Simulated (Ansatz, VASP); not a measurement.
# GaN in VASP and in Ansatz

```
CELL_PARAMETERS angstrom
0.00000 2.29287 2.29287
2.29287 0.00000 2.29287
2.29287 2.29287 0.00000
ATOMIC_POSITIONS crystal
Ga 0.00000 0.00000 0.00000
N 0.75000 0.75000 0.75000
```

The cell is a database's computed one.

Alike in both runs: task single point; functional LDA; k mesh 8 × 8 × 8; no spin polarisation.

|  | VASP | Ansatz |
| --- | --- | --- |
| version | VASP 6.6.1 | Ansatz 0.2.0 |
| potentials or method | VASP PAW LDA potentials, release 64 (Ga_d, N) | plane waves, PAW |
| plane-wave cutoff (eV) | 520 | 510 |
| occupations | gaussian, width 0.01 eV | fixed |
| valence electrons in the cell | 18 | 18 |

VASP gave:

* pressure (GPa): -13.7

Q: Which values does Ansatz return?

A: Pressure (GPa): -14.5.
